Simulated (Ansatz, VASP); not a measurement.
## Al in VASP and in Ansatz

```
Al
1.0
     0.00000    1.98023    1.98023
     1.98023    0.00000    1.98023
     1.98023    1.98023    0.00000
Al
1
Direct
  0.00000 0.00000 0.00000
```

Alike in both runs: task single point; functional PBEsol; k mesh 22 × 22 × 22; occupations fermi-dirac, width 0.1 eV; no spin polarisation.

```csv
,VASP,Ansatz
version,VASP 6.6.1,Ansatz 0.2.0
potentials or method,"VASP PAW PBE potentials, release 64 (Al)","plane waves (420 eV) with PAW, scalar-relativistic"
plane-wave cutoff (eV),520,420
valence electrons in the cell,3,3
```

VASP gave:

* pressure (GPa): 3.8

Task: Estimate Ansatz's values.

Result: Pressure (GPa): 3.7.

Ansatz warned: «pseudo_functional_mismatch».

Caveats: the PAW data sets were made with another functional, which shifts forces and pressure a little (VASP).
